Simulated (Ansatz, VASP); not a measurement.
One calculation of MgSi, two programs

```
CELL_PARAMETERS angstrom
2.88887 0.00000 0.00000
0.00000 2.88887 0.00000
0.00000 0.00000 4.07589
ATOMIC_POSITIONS crystal
Si 0.50000 0.50000 0.50000
Mg 0.00000 0.00000 0.00000
```

Change from the starting cell: volume scaled by 0.98.

Alike in both runs: task single point; functional PBEsol; k mesh 9 × 9 × 7; occupations fermi-dirac, width 0.05 eV; no spin polarisation.

```csv
,VASP,Ansatz
version,VASP 6.6.1,Ansatz 0.2.0
potentials or method,"VASP PAW PBE potentials, release 64 (Si, Mg)",Ansatz PAW
plane-wave cutoff (eV),520,420
valence electrons in the cell,6,14
```

VASP gave:

* gap on the k mesh at the Fermi level (eV): none
* pressure (GPa): -0.3
* largest component of the traceless stress (GPa): 4.20

Estimate Ansatz's values.

gap on the k mesh at the Fermi level (eV): none; pressure (GPa): -0.2; largest component of the traceless stress (GPa): 4.16.

A gap of «none» marks a metal or a gap that the smearing closes. The two sets of potentials don't hold the same shells in valence.

Caveats: the PAW data sets were made with another functional, which shifts forces and pressure a little (VASP); the PAW data sets come from PBE, with cores solved anew for the run's functional, which leaves a small shift of forces and pressure (Ansatz).
